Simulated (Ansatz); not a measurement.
Planning a run of Ansatz 0.2.0 on SiO2 (Stishovite). The input:

```yaml
crystal:
  lattice:
    - [4.1773, 0.0, 0.0]
    - [0.0, 4.1773, 0.0]
    - [0.0, 0.0, 2.6652]
  atoms:
    - { symbol: Si, position: [0.0, 0.0, 0.0] }
    - { symbol: Si, position: [0.5, 0.5, 0.5] }
    - { symbol: O, position: [0.3059, 0.3059, 0.0] }
    - { symbol: O, position: [0.1941, 0.8059, 0.5] }
    - { symbol: O, position: [0.6941, 0.6941, 0.0] }
    - { symbol: O, position: [0.8059, 0.1941, 0.5] }
kpoints:
  mp_grid: { grid: [4, 4, 6] }
hamiltonian:
  xc: pbe
  pseudopotentials: { kind: paw, azcp: { folder: soft_1 } }
scf:
  occupations: { method: fixed }
gw:
  n_empty_bands: 548
  ecut_chi: 100
  qp_bands: [v2, c2]
  qp_kpoints: band_edges
  screening: { model: contour_deformation }
```

```sh
ansatz run input.yaml --threads 2 --pin off --max-ram 73728MiB --backend cuda --events-out ev --progress --plain --runs-dir out --devices 1 --max-vram 13GiB
```

Estimate wall time and host memory on 1 × NVIDIA H100 80GB HBM3 (shared by 6 runs) with 2 threads of AMD EPYC 7R13 (Zen 3), shared host.

It took 37 s; on shared hardware allow 19 s to 74 s. Peak host memory was 1.7 GiB. The sizes that set the cost: 913 plane waves a state, 24 irreducible k points, 564 bands summed, 105 plane waves in the screening and 7 SCF cycles.

The screening grows as filled bands × empty bands × pairs of k points, times the square of the screening basis for the matrix.

[Paths, hosts, dates, memory and timing lines, banners, echoed tables and standing remarks are left out of the program output.]

[Logs are printed without paths, hosts, clocks, repeated set-up lines and the standing remarks that a program may print on its own settings, such as how far it seeks lower states.]

[Runs of the session that timed out or met a known fault of the program may be left out.]

[Cells called generated may have been cut or substituted from an entry of the Crystallography Open Database or the Materials Project.]

[Hosts, paths, dates, database ids (printed as entryN), source tags and the programs' standing remarks are cut or masked in the printed files.]
